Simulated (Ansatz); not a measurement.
Runs of Ansatz 0.2.0 on Pt. The typed cell holds 1 atom: a = 2.743 Å, b = 2.761 Å, c = 2.721 Å, α = 109.34°, β = 109.59°, γ = 109.30°. This isn't the form of Pt at room conditions, which is fcc.

```csv
level,gap on the mesh (eV),pressure (GPa),relaxed volume (Å³/atom)
PBE,none,0.0,15.81
PBE+D3(BJ),none,0.0,15.32
PBE+D3(BJ)-ATM,none,0.0,(a)
PBE+D4,none,0.0,15.38
```

Alike in all rows: task relaxation of cell and atoms; potentials or basis Ansatz PAW; no spin polarisation; cell relaxed from: cell sheared at random, sigma 0.01, atoms nudged by 0.01 Å; k mesh 12 × 12 × 12; cutoff (eV) 420; smearing fermi-dirac 0.05 eV.

Problem. Fill in the values left out.

Solution. (a) 15.45.

Caveats: the plane-wave basis is chosen anew once the cell has moved, so the energies of steps on either side of that aren't comparable; pairwise dispersion overbinds metals, which lowers pressure and volume (some runs).

A k mesh can miss the band edges, and the runs leave out spin-orbit coupling on Pt.

A gap of «none» marks a metal or a gap under the smearing width.
